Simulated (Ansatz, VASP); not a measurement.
ZnS: VASP beside Ansatz

```
CELL_PARAMETERS angstrom
0.00000 2.71364 2.71364
2.71364 0.00000 2.71364
2.71364 2.71364 0.00000
ATOMIC_POSITIONS crystal
Zn 0.00000 0.00000 0.00000
S 0.75000 0.75000 0.75000
```

Change from the starting cell: volume scaled by 1.01, crystal datasets.

Alike in both runs: task electric field gradients; functional PBE; k mesh 8 × 8 × 8; occupations fermi-dirac, width 0.01 eV; no spin polarisation.

|  | VASP | Ansatz |
| --- | --- | --- |
| version | VASP 6.6.1 | Ansatz 0.2.0 |
| potentials or method | VASP PAW PBE potentials, release 64 (Zn, S), cutoff 520 eV | all-electron PAW with datasets made for the crystal, scalar-relativistic |

|  | VASP | Ansatz | Ansatz less VASP |
| --- | --- | --- | --- |
| gap on the k mesh at the Fermi level (eV) | 2.06 | 2.06 | -0.001 |
| pressure (GPa) | 0.8 | 0.6 | -0.15 |
| Vzz of the field gradient on the site that differs most (V/Å²) | 0.0 | 0.0 | -0.01 |

Ansatz ran all-electron here, so the differences hold the error of VASP's frozen core and of both bases.
